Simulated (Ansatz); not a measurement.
# Lutetium, fcc: HSE06 at the PBE geometry

Aim: see what exact exchange does to the levels, and what it costs. Spin polarisation is left out. The cell comes from an earlier PBE relaxation. Exact exchange is dear, so the k-mesh is coarse, and PBE is run on the same mesh for comparison.

Computed with Ansatz 0.2.0 (DFT, plane waves (420 eV) with PBE-made PAW files, scalar-relativistic; functionals as named at each step, unless a step says otherwise).

### Step 1. The system as given

The structure is cubic, space group Fm-3m (No. 225). The conventional cell has a = 4.883 Å, b = 4.883 Å, c = 4.883 Å, α = 90.00°, β = 90.00°, γ = 90.00°. Lu (site symmetry m-3m) is surrounded by 12 Lu at 3.45 Å.

As a file:

```cif
data_structure
_symmetry_space_group_name_H-M 'P 1'
_symmetry_Int_Tables_number 1
_cell_length_a 3.4525
_cell_length_b 3.4525
_cell_length_c 3.4525
_cell_angle_alpha 60.000
_cell_angle_beta 60.000
_cell_angle_gamma 60.000
_cell_volume 29.10
loop_
_atom_site_label
_atom_site_type_symbol
_atom_site_fract_x
_atom_site_fract_y
_atom_site_fract_z
_atom_site_occupancy
Lu1 Lu 0.00000 0.00000 0.00000 1
```

### Step 2. PBE on the coarse mesh

The run with PBE.

Contents of input.yaml:

```yaml
crystal:
  lattice:
    - [0.0, 2.4412811536, 2.4412811536]
    - [2.4412811536, 0.0, 2.4412811536]
    - [2.4412811536, 2.4412811536, 0.0]
  atoms:
    - { symbol: Lu, position: [0.0, 0.0, 0.0] }
hamiltonian:
  xc: pbe
  pseudopotentials:
    kind: paw
    azcp:
      Lu: "pseudopotentials/Lu.paw.azcp"
basis:
  ecutwfc: 420
  fft_grid_basis: typed
kpoints:
  mp_grid: { grid: [6, 6, 6], shift: [0, 0, 0] }
magnetization:
  spin_polarized: false
scf:
  occupations: { method: fermi_dirac, width: 0.1 }
```

On the command line:

```console
$ ansatz run input.yaml --threads 4 --pin off --max-ram 8192MiB --backend cpu --events-out ev --progress --plain --runs-dir out
```

### Step 3. HSE06, coarse mesh

The run with HSE06.

input.yaml: that of step 2 with these lines changed.

```diff
@@ -8,3 +8,3 @@
 hamiltonian:
-  xc: pbe
+  xc: hse06
   pseudopotentials:
```

(Steps that only read results are left out.)

Q: Predict the outcome of this session. Wanted: PBE: gap; HSE06: gap; HSE06: relative to hcp.

The runs gave:

```
                         quantity                         value
                         PBE: gap  none (levels filled in part)
                       HSE06: gap  none (levels filled in part)
HSE06: SCF cycles, exchange loops                         17, 2
 HSE06: CPU time over that of PBE                            18
           HSE06: relative to hcp                  +63 meV/atom
```

In words: Both PBE and HSE06 leave levels filled in part. HSE06 cost 18 times the CPU time of PBE. The exchange operator of HSE06 was renewed in 2 outer loops. The dense-mesh value adds +16.4 meV/atom, the change that PBE shows between the coarse mesh and its own dense run (not shown). Under HSE06 it lies 63 meV/atom above hcp (computed apart in the same way); on such meshes a few tens of meV are uncertain for metals. The total energies in the logs cannot be compared from one functional to another.
